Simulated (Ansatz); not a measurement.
Born–Oppenheimer molecular dynamics of a periodic cell of 16 atoms, WC (start crystal WC, start structure P-6m2, volume 1.15 times the crystal's). It starts from a structure without forces on its atoms.

Level of theory: DFT PBE-D3(BJ), scalar-relativistic, plane waves, PAW in Ansatz 0.2.0. Settings: accuracy low, PAW set soft_1, cutoff 420 eV, k mesh 2x2x2, fermi-dirac smearing 0.17 eV, no spin polarisation.

```yaml
ensemble: NVE (velocity Verlet)
time_step: 1.5 fs
steps_asked: 160
starting_velocities_drawn_for: 4000 K
seed: 346806
```

First frame:

```xyz
16
Lattice="-3.0268 -5.2425 0.0000 4.5402 -2.6213 0.0000 0.0000 0.0000 5.9236" Properties=species:S:1:pos:R:3
W 0.000 -5.242 0.000
C 1.513 -4.369 1.481
W 0.000 -5.242 2.962
C 1.513 -4.369 4.443
W -1.513 -2.621 0.000
C 0.000 -1.748 1.481
W -1.513 -2.621 2.962
C 0.000 -1.748 4.443
W 1.513 -2.621 0.000
C 3.027 -1.748 1.481
W 1.513 -2.621 2.962
C 3.027 -1.748 4.443
W 0.000 0.000 0.000
C -1.513 -4.369 1.481
W 0.000 0.000 2.962
C -1.513 -4.369 4.443
```

Q: What does the run give?

A: The run went to its last step.

```yaml
steps_done: 160
time_covered: 240 fs
mean_temperature_over_the_second_half: 1991 K
spread_of_the_potential_energy_over_the_second_half: 38.6 meV per atom
mean_potential_energy_of_the_second_half_above_the_start: 244.1 meV per atom
```

The conserved energy stayed within 1.5 meV per atom of its start (net change 0.69 meV per atom), so the integration is sound. Over the second half the temperature averaged 0.50 of the 4000 K drawn at the start: a run that starts near a minimum puts about half its kinetic energy into the potential. A run of 0.24 ps of so small a system gives no equilibrium averages. Limits of this set-up: coarse k mesh, low accuracy level.

Q: What happens to the structure?

A: Mean squared displacements from the first frame to the last, about the centre of mass: W 0.02 Å², C 0.06 Å². This is one draw of velocities; another would differ in detail.

Q: How do temperature and energy run in time?

A: 
```
time (fs)  T (K)  potential energy less start (eV)  conserved less start (meV/atom)
        0   4000                             0.000                             0.00
      7.5   2917                             2.107                             0.46
       15   1352                             5.157                             1.46
     22.5   1816                             4.246                             0.76
       30   2644                             2.631                             0.09
     37.5   1855                             4.167                             0.53
       45    813                             6.199                             1.25
     52.5   1296                             5.252                             0.59
       60   1752                             4.364                             0.35
     67.5   1506                             4.850                             0.90
       75   1726                             4.419                             0.61
     82.5   2028                             3.836                             0.75
       90   2410                             3.092                             0.64
     97.5   2641                             2.644                             0.57
      105   2491                             2.937                             0.67
    112.5   2242                             3.421                             0.75
      120   2202                             3.498                             0.77
    127.5   2470                             2.975                             0.47
      135   2184                             3.526                             0.32
    142.5   1433                             4.993                             1.00
      150   1778                             4.317                             0.53
    157.5   1977                             3.928                             0.35
      165   1462                             4.937                             0.94
    172.5   1680                             4.510                             0.74
      180   2212                             3.473                             0.40
    187.5   1986                             3.915                             0.57
      195   1600                             4.671                             1.05
    202.5   2095                             3.703                             0.61
      210   2521                             2.876                             0.48
    217.5   2301                             3.306                             0.69
      225   2064                             3.764                             0.65
    232.5   1970                             3.947                             0.71
      240   2009                             3.872                             0.69
```

The run took 13 min on 1 thread of Arm Neoverse V2, on a shared host, peak memory 0.54 GiB.
